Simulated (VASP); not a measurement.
Set up this calculation in VASP 6.6.1, as the native input.

- Task: single point
- Functional: PBEsol
- Potentials or basis: VASP PAW PBE potentials, release 64 (Ti_sv, Al)
- Cutoff: 520 eV
- k mesh: 7 × 7 × 7
- Occupations: fermi-dirac, width 0.05 eV
- Spin: no spin polarisation
- Ladder: free
- Further INCAR settings: ALGO = Normal; EDIFF = 1e-07; NBANDS = 18

The structure of TiAl3 lies in POSCAR:

```
TiAl3
1.0
    3.9556712500      0.0000000000      0.0000000000
    0.0000000000      3.9556712500      0.0000000000
    0.0000000000      0.0000000000      3.9556712500
Ti Al
1 3
Direct
   -0.0002500000     -0.0129780000      0.0046920000
    0.0011090000      0.5074710000      0.5093790000
    0.5091560000     -0.0104980000      0.5058130000
    0.5053880000      0.5059400000     -0.0011050000
```

The cell comes from a database or a generator and needn't be the stable form of this composition.

The cell isn't the ideal one: atoms moved at random, drawn with an rms of 0.05 Å.

The input as run:

INCAR

```
ALGO     = Normal         # electronic algorithm
EDIFF    = 1E-7           # SCF threshold, eV
ENCUT    = 520            # plane-wave cutoff, eV
GGA      = PS             # functional
ISIF     = 2              # what is computed and relaxed
ISMEAR   = -1             # smearing method
LASPH    = T              # aspherical terms in the spheres
LCHARG   = T              # write CHGCAR
LELF     = T              # ELF
LREAL    = F              # projectors in reciprocal space
LVHAR    = T            
LWAVE    = F              # write WAVECAR
NBANDS   = 18             # bands
NELM     = 80             # most SCF steps
PREC     = Accurate       # precision mode
SIGMA    = 0.05           # smearing width, eV
```

KPOINTS

```
k-points
0
Gamma
  7 7 7
```

Potentials or basis: VASP PAW PBE potentials, release 64 (Ti_sv, Al).

Run with:

```console
$ cat potpaw_PBE.64/Ti_sv/POTCAR potpaw_PBE.64/Al/POTCAR > POTCAR
$ mpirun -np 1 vasp_std > vasp.out
```

It gave:

The pressure is -0.1 GPa and the largest force is 0.702 eV/Å. The band gap on the k mesh is none (metal or under the smearing width).

Caveat: the PAW data sets were made with another functional, which shifts forces and pressure a little.

It took 2.8 min on 1 thread of Intel(R) Xeon(R) Platinum 8259CL CPU @ 2.50GHz (Skylake/Cascade Lake), on a shared host, peak memory 0.3 GiB.
